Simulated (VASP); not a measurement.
## ZrC under changes of volume

One of the cells (13.079 Å³/atom); the others are scaled copies at fixed shape and fractional positions:

```
Zr C
1.0
     0.00000    2.35608    2.35608
     2.35608    0.00000    2.35608
     2.35608    2.35608    0.00000
Zr C
1 1
Cartesian
  2.3561 2.3561 2.3561
  0.0000 0.0000 0.0000
```

| Quantity | Value |
| --- | --- |
| Program | VASP 6.6.1 |
| Functional | r2SCAN |
| Potentials or basis | VASP PAW PBE potentials, release 64 (Zr_sv, C) |
| Cutoff | 520 eV |
| k mesh | 8 × 8 × 8 |
| Occupations | fermi-dirac, width 0.05 eV |
| Spin | no spin polarisation |

```csv
volume (Å³/atom),energy over the lowest point (meV/atom),pressure (GPa)
12.556,16.55,10.3
12.817,?,?
13.079,0.00,0.2
13.340,3.40,-4.3
13.602,13.60,-8.2
```

Task: What does the run at 12.817 Å³/atom give?

Result: Energy over the lowest point 4.11 meV/atom; pressure 5.0 GPa.

Worked out: A Birch-Murnaghan fit of order 2 (a polynomial in V^(-2/3)) to the other rows has its minimum at 13.09 Å³/atom with B0 = V·E''(V) = 230 GPa. It gives 4.14 meV/atom at 12.817 Å³/atom, against the run's 4.11, and -dE/dV = 5.0 GPa, against 5.0.

Energies are extrapolated to zero smearing.

Caveats: the PAW data sets were made with another functional, which shifts forces and pressure a little.
